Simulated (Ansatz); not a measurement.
A surface is cut from this relaxed crystal of WSe$_{2}$:

```
W Se
1.0
     3.27025    0.00000    0.00000
    -1.63513    2.83212    0.00000
     0.00000    0.00000   16.66122
W Se
1 2
Direct
  0.00000 0.00000 0.00000
  0.33333 0.66667 0.10040
  0.33333 0.66667 0.89960
```

Miller indices refer to the conventional cell of P-6m2 (No. 187), a = 3.270 Å, b = 3.270 Å, c = 16.661 Å, α = 90.00°, β = 90.00°, γ = 120.00°. The bulk's gap is 1.68 eV.

Consider the (001) slab of 5 planes, 30.0 Å thick with 15 Å of vacuum as cut; outer planes Se (top) and Se (bottom), all atoms relaxed.

Theory: Ansatz, DFT PBEsol, scalar-relativistic, plane waves, PAW. Plane waves to 420 eV, a k mesh through Γ of 9×9×1 on the computed 5-atom cell and Gaussian smearing (0.05 eV); no spin polarisation. The cell repeats along c with a dipole correction in the vacuum.

The slab isn't stoichiometric (WSe4), so its surface energy depends on the chemical potentials; it is given with the excess atoms taken from the element's standard state, a limit at which the compound may itself be unstable, so the figure can be too low. This cut of an insulator is polar or leaves open shells, so the slab is metallic here; real surfaces compensate by reconstruction or adsorbates.

Question: Give the surface energy with the excess atoms taken from the elements.

Answer: 2.42 J/m².

Question: Estimate the gap of the slab on the mesh.

Answer: None (metal or semimetal).

Question: Estimate the work function.

Answer: 6.48 eV.

Question: The top two planes lie 13.316 Å apart in the bulk. How does relaxation change this?

Answer: The spacing becomes 13.316 Å (0.0 %).

Spin-orbit coupling is left out, which matters for the bands of heavy elements. Each cell of WSe2 holds layers, and where no dispersion correction was added their binding is poorly described.

The reference crystal is a form of WSe2, which isn't its usual structure.